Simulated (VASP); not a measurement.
Calculation: PBE GGA, VASP's PBE PAW potentials (set 64) (plane waves; VASP 6.6.1).

A VASP calculation is set up with these files.

### POSCAR
```
InN
1
    0.0000000000     2.4900000000     2.4900000000
    2.4900000000     0.0000000000     2.4900000000
    2.4900000000     2.4900000000     0.0000000000
In N
1 1
Direct
  0.0000000000   0.0000000000   0.0000000000
  0.2500000000   0.2500000000   0.2500000000
```

### KPOINTS
```
Automatic mesh
0
Gamma
8 8 8
0 0 0
```

INCAR:
```
LASPH = T   # aspherical one-centre terms
LWAVE = F
ISIF = 2
PREC = Accurate
ALGO = Normal   # blocked Davidson
GGA = PE
ENCUT = 520
LREAL = F
LMAXMIX = 4   # l cut-off of mixed one-centre charges
SYSTEM = InN
ISMEAR = -1   # Fermi-Dirac
LCHARG = F
SIGMA = 0.1   # width (eV)
NELM = 100   # most electronic steps
EDIFF = 1E-6   # SCF stop (eV)
```

POTCAR, in this order: In_d N (PBE.64 set). Program: vasp_std.

What VASP printed:

### OUTCAR
```
 ion  position               nearest neighbor table
   1  0.000  0.000  0.000-   2 2.16   2 2.16   2 2.16   2 2.16
   2  0.250  0.250  0.250-   1 2.16   1 2.16   1 2.16   1 2.16
  LATTYP: Found a face centered cubic cell.
 ALAT       =     4.9800000000
 Subroutine PRICEL returns:
 Original cell was already a primitive cell.
 Subroutine GETGRP returns: Found 24 space group operations
The static configuration has the point symmetry T_d .
The dynamic configuration has the point symmetry T_d .
 Subroutine INISYM returns: Found 24 space group operations
 Subroutine IBZKPT returns following result:
 Found     29 irreducible k-points:

 Following reciprocal coordinates:
            Coordinates               Weight
  0.000000  0.000000  0.000000      1.000000
  0.125000  0.000000  0.000000      8.000000
  0.250000  0.000000  0.000000      8.000000
  0.375000  0.000000  0.000000      8.000000
  0.500000  0.000000  0.000000      4.000000
  0.125000  0.125000  0.000000      6.000000
  0.250000  0.125000  0.000000     24.000000
  0.375000  0.125000  0.000000     24.000000
  0.500000  0.125000  0.000000     24.000000
...
```

### OSZICAR
```
       N       E                     dE             d eps       ncg     rms          rms(c)
DAV:   1     0.134096104480E+03    0.13410E+03   -0.94823E+03   754   0.186E+03
DAV:   2    -0.638547356834E+00   -0.13473E+03   -0.12836E+03   829   0.390E+02
DAV:   3    -0.126055481761E+02   -0.11967E+02   -0.11736E+02   924   0.114E+02
DAV:   4    -0.129476153613E+02   -0.34207E+00   -0.34121E+00   850   0.206E+01
DAV:   5    -0.129603672035E+02   -0.12752E-01   -0.12751E-01   999   0.384E+00    0.102E+01
DAV:   6    -0.106967574366E+02    0.22636E+01   -0.82086E+00  1141   0.518E+01    0.564E+00
DAV:   7    -0.106781787293E+02    0.18579E-01   -0.57641E-01   785   0.958E+00    0.220E+00
DAV:   8    -0.106648947804E+02    0.13284E-01   -0.84698E-02   914   0.306E+00    0.617E-01
DAV:   9    -0.106614583875E+02    0.34364E-02   -0.84492E-03  1171   0.184E+00    0.201E-01
DAV:  10    -0.106618833930E+02   -0.42501E-03   -0.14574E-03   789   0.362E-01    0.804E-02
DAV:  11    -0.106619205875E+02   -0.37194E-04   -0.56139E-05   944   0.845E-02    0.212E-02
DAV:  12    -0.106619199162E+02    0.67131E-06   -0.26337E-05   889   0.478E-02    0.112E-02
DAV:  13    -0.106619194535E+02    0.46270E-06   -0.28997E-06   832   0.343E-02
   1 F= -.10661919E+02 E0= -.10661030E+02  d E =-.177840E-02
```

**OUTCAR**
```
------------------------ aborting loop because EDIFF is reached ----------------------------------------
  FORCE on cell =-STRESS in cart. coord.  units (eV):
  Direction    XX          YY          ZZ          XY          YZ          ZX
  --------------------------------------------------------------------------------------
  Total        1.1061992      1.1061992      1.1061992      0.0000000      0.0000000      0.0000000
  in kB       57.4005289     57.4005289     57.4005289      0.0000000      0.0000000      0.0000000
  external PRESSURE =      57.4005289 kB  Pullay stress =       0.0000000 kB
  volume of cell :       30.88
      direct lattice vectors                 reciprocal lattice vectors
     0.000000000  2.490000000  2.490000000    -0.200803213  0.200803213  0.200803213
     2.490000000  0.000000000  2.490000000     0.200803213 -0.200803213  0.200803213
     2.490000000  2.490000000  0.000000000     0.200803213  0.200803213 -0.200803213
 POSITION                                       TOTAL-FORCE (eV/Angst)
 -----------------------------------------------------------------------------------
      0.00000      0.00000      0.00000         0.000000      0.000000      0.000000
      1.24500      1.24500      1.24500        -0.000000     -0.000000     -0.000000
 -----------------------------------------------------------------------------------
    total drift:                               -0.000000     -0.000000     -0.000000
  FREE ENERGIE OF THE ION-ELECTRON SYSTEM (eV)
  ---------------------------------------------------
  free  energy   TOTEN  =       -10.6619194535 eV

  energy  without entropy=      -10.6601410577  energy(sigma->0) =      -10.66103026
```
(Selected blocks of OUTCAR.)

The compound is InN in the zinc blende structure, a metastable form; wurtzite is the usual one. The cell was not relaxed at this level. The run is one of a series of settings (ISMEAR = -1, SIGMA = 0.1 against the base run), some of them coarse on purpose.
